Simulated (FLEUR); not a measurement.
# MoS2 (R-3m) in FLEUR: further runs

One crystal, MoS2, is run at these levels: PBE; tasks: equation of state.

Program: FLEUR MaX-R8.1 (later development tree). These are calculated values, not measurements. Logs are shortened: lines on timing, memory, paths and dates and some standing lists are left out, and cuts for length are marked.

## Step 1: The undisturbed crystal

The structure is trigonal, space group R-3m (No. 166). The conventional cell has a = 3.171 Å, b = 3.171 Å, c = 18.345 Å, α = 90.00°, β = 90.00°, γ = 120.00°. Mo (site symmetry -3m) is surrounded by 6 S at 2.39 Å. S (site symmetry 3m) is surrounded by 3 Mo at 2.39 Å.

Measurements of this composition are mostly on another form, of space group No. 194.

## Step 2: Equation of state, PBE, 16.68 Å³/atom (volume scaled by 0.94)

The input, inp.xml:

```xml
<?xml version="1.0" encoding="UTF-8" standalone="no"?>
<fleurInput fleurInputVersion="0.39">
   <comment>
      MoS2                                                                                                
   </comment>
   <calculationSetup>
      <cutoffs Kmax="5.66" Gmax="17.6" GmaxXC="17.6" numbands="0"/>
      <scfLoop itmax="60" minDistance="0.00001" maxIterBroyd="15" imix="Anderson" alpha="0.05" precondParam="0.0" spinf="2.0" sdNocoIR="T"/>
      <coreElectrons ctail="T" frcor="F" kcrel="0" coretail_lmax="0"/>
      <xcFunctional name="pbe" relativisticCorrections="F"/>
      <magnetism jspins="1"/>
      <soc l_soc="F" theta="0.0" phi="0.0" spav="F"/>
      <expertModes spex="0" secvar="F"/>
      <geometryOptimization l_f="F" forcealpha="1.0" forcemix="BFGS" epsdisp="0.0005" epsforce="0.0002"/>
      <ldaU l_linMix="F" mixParam="0.05" spinf="1.0"/>
   </calculationSetup>
   <cell>
      <bzIntegration valenceElectrons="26.0" mode="hist" fermiSmearingEnergy="0.00183747">
         <kPointListSelection listName="default-1"/>
         <!-- k-points included here -->
         <xi:include xmlns:xi="http://www.w3.org/2001/XInclude" href="kpts.xml"> </xi:include>
      </bzIntegration>
      <!-- symmetry operations included here -->
      <xi:include xmlns:xi="http://www.w3.org/2001/XInclude" href="sym.xml"> </xi:include>
      <bulkLattice scale="0.9795861087">
         <bravaisMatrix>
            <row-1>    2.9961607705532995     1.7298342274140575    11.5556689529049077</row-1>
            <row-2>   -2.9961607705532995     1.7298342274140575    11.5556689529049077</row-2>
            <row-3>    0.0000000000000000    -3.4596684548281149    11.5556689529049077</row-3>
         </bravaisMatrix>
      </bulkLattice>
   </cell>
   <atomSpecies>
      <species name="Molybdenum (Mo)" element="Mo" atomicNumber="42">
         <mtSphere radius="2.31" gridPoints="791" logIncrement="0.016"/>
         <atomicCutoffs lmax="10" lnonsphr="8"/>
         <electronConfig flipSpins="F">
            <coreConfig>(1s1/2) (2s1/2) (2p1/2) (2p3/2) (3s1/2) (3p1/2) (3p3/2) (3d3/2) (3d5/2)</coreConfig>
            <valenceConfig>(4s1/2) (4p1/2) (4p3/2) (5s1/2) (4d3/2) (4d5/2)</valenceConfig>
            <stateOccupation state="(5s1/2)" spinUp="0.500000" spinDown="0.500000"/>
            <stateOccupation state="(4d3/2)" spinUp="1.000000" spinDown="1.000000"/>
            <stateOccupation state="(4d5/2)" spinUp="1.500000" spinDown="1.500000"/>
         </electronConfig>
         <energyParameters s="5" p="5" d="4" f="4"/>
         <lo type="SCLO" l="0" n="4" eDeriv="0"/>
         <lo type="SCLO" l="1" n="4" eDeriv="0"/>
         <lo type="SCLO" l="1" n="4" eDeriv="1"/>
         <lo type="SCLO" l="2" n="4" eDeriv="2"/>
         <lo type="SCLO" l="3" n="4" eDeriv="2"/>
      </species>
      <species name="Sulfur (S)" element="S" atomicNumber="16">
         <mtSphere radius="1.73" gridPoints="593" logIncrement="0.019"/>
         <atomicCutoffs lmax="8" lnonsphr="6"/>
         <electronConfig flipSpins="F">
            <coreConfig>(1s1/2) (2s1/2) (2p1/2) (2p3/2)</coreConfig>
            <valenceConfig>(3s1/2) (3p1/2) (3p3/2)</valenceConfig>
            <stateOccupation state="(3p1/2)" spinUp="0.666667" spinDown="0.666667"/>
            <stateOccupation state="(3p3/2)" spinUp="1.333333" spinDown="1.333333"/>
         </electronConfig>
         <energyParameters s="3" p="3" d="3" f="4"/>
         <lo type="SCLO" l="0" n="3" eDeriv="2"/>
         <lo type="SCLO" l="1" n="3" eDeriv="2"/>
         <lo type="SCLO" l="2" n="3" eDeriv="2"/>
         <lo type="SCLO" l="3" n="4" eDeriv="2"/>
      </species>
   </atomSpecies>
   <atomGroups>
      <atomGroup species="Molybdenum (Mo)">
         <relPos label="                   1">.0000000000 .0000000000 .0000000000</relPos>
         <force calculate="T" relaxXYZ="TTT"/>
      </atomGroup>
      <atomGroup species="Sulfur (S)">
         <relPos label="                   2">1.000/4.000 1.000/4.000 1.000/4.000</relPos>
         <relPos label="                   3">-1.000/4.000 -1.000/4.000 -1.000/4.000</relPos>
         <force calculate="T" relaxXYZ="TTT"/>
      </atomGroup>
   </atomGroups>
   <output dos="F" band="F" slice="F">
      <checks vchk="F" cdinf="F"/>
      <bandDOS minEnergy="-.5*Htr" maxEnergy="0.5*Htr" sigma="0.015" storeEVData="T"/>
      <vacuumDOS vacdos="F" integ="F" star="F" nstars="0" locx1="0.0" locy1="0.0" locx2="0.0" locy2="0.0" nstm="0" tworkf="0.0"/>
      <unfoldingBand unfoldBand="F" supercellX="1" supercellY="1" supercellZ="1"/>
      <plotting iplot="0" polar="F">
         <plot TwoD="T" vec1="  1.0  0.0  0.0" vec2="  0.0  1.0  0.0" vec3="  0.0  0.0  1.0" zero="  0.0  0.0  0.0" file="plot"/>
      </plotting>
      <chargeDensitySlicing numkpt="0" minEigenval="0.0" maxEigenval="0.0" nnne="0" pallst="F"/>
      <specialOutput eonly="F"/>
      <moessbauerParams electricFieldGradient="T" isomerShift="T" coreHyperfine="T" valenceHyperfine="T"/>
      <magneticCircularDichroism mcd="F" energyLo="-10.0" energyUp="0.0"/>
   </output>
  <!-- We include the file relax.xml here to enable relaxations (see documentation) -->
  <xi:include xmlns:xi="http://www.w3.org/2001/XInclude" href="relax.xml"> <xi:fallback/> </xi:include>
</fleurInput>
```

Potentials or basis: all-electron, FLAPW.

Launch:

```bash
$ inpgen -f crystal.txt -profile fastHighL
$ # inp.xml edited to the form shown
$ fleur_MPI
```

The program printed:

```text
Welcome to FLEUR        (www.flapw.de)
      MaX-Release 8.1          (www.max-centre.eu)

 ========== k-point set info ==========
 Selected k-point list: default-1
 k-point list type: mesh
 10 x 10 x 10
 Number of k points: 116

 ------------Calculation Setup---------------------------
 Number of MPI-tasks      :            1
 Number of PE/node        :            1
 Number of OMP-threads    :            1
 Most efficient MPI parallelization for:
           1           2           4          29          58         116
 Additional eigenvalue parallelization possible
 Number of basis functions:         1154
 Approximate size of matrices (H+S) per k-point:         0.020 GB
 --------------------------------------------------------
 Iteration:     1   Distance:      15.39216347 me/bohr^3
 Iteration:     2   Distance:      12.95030390 me/bohr^3
 Iteration:     3   Distance:       6.05497023 me/bohr^3
 Iteration:     4   Distance:       8.63252902 me/bohr^3
 Iteration:     5   Distance:       3.53844235 me/bohr^3
 Iteration:     6   Distance:       1.87538000 me/bohr^3
 Iteration:     7   Distance:       0.95528841 me/bohr^3
 Iteration:     8   Distance:       0.56152220 me/bohr^3
 Iteration:     9   Distance:       0.09075564 me/bohr^3
 Iteration:    10   Distance:       0.02180903 me/bohr^3
 Iteration:    11   Distance:       0.00842357 me/bohr^3
 Iteration:    12   Distance:       0.00287930 me/bohr^3
 Iteration:    13   Distance:       0.00234584 me/bohr^3
 Iteration:    14   Distance:       0.00049485 me/bohr^3
 Iteration:    15   Distance:       0.00076826 me/bohr^3
 Iteration:    16   Distance:       0.00055816 me/bohr^3
 Iteration:    17   Distance:       0.00016605 me/bohr^3
 Iteration:    18   Distance:       0.00006277 me/bohr^3
 Iteration:    19   Distance:       0.00001913 me/bohr^3
 Iteration:    20   Distance:       0.00000994 me/bohr^3

 ********************************************************************
 Run finished successfully
 Stop message:
   all done
 ********************************************************************
```

Wall time 15 min (1 thread of Arm Neoverse V2, shared host); peak memory 0.2 GiB.

Results:

```yaml
Free_energy: -131921.9059 eV
Band_gap_on_the_k_mesh: none (metal or under the smearing width)
Valence_electrons_inside_the_program's_atomic_spheres: Mo 11.81; S 2.99 (radii Mo 2.31, S 1.73 bohr)
```

## Step 3: Equation of state, PBE, 17.04 Å³/atom (volume scaled by 0.96)

inp.xml, as its differences from that of step 2:

```diff
@@ -24,3 +24,3 @@
       <xi:include xmlns:xi="http://www.w3.org/2001/XInclude" href="sym.xml"> </xi:include>
-      <bulkLattice scale="0.9795861087">
+      <bulkLattice scale="0.9864848297">
          <bravaisMatrix>
```

Potentials or basis: all-electron, FLAPW.

Launch:

```bash
$ inpgen -f crystal.txt -profile fastHighL
$ # inp.xml edited to the form shown
$ fleur_MPI
```

Wall time 16 min (1 thread of Arm Neoverse V2, shared host); peak memory 0.2 GiB.

The run converged. Its results:

```yaml
Free_energy: -131922.0219 eV
Band_gap_on_the_k_mesh: none (metal or under the smearing width)
Valence_electrons_inside_the_program's_atomic_spheres: Mo 11.76; S 2.98 (radii Mo 2.31, S 1.73 bohr)
```
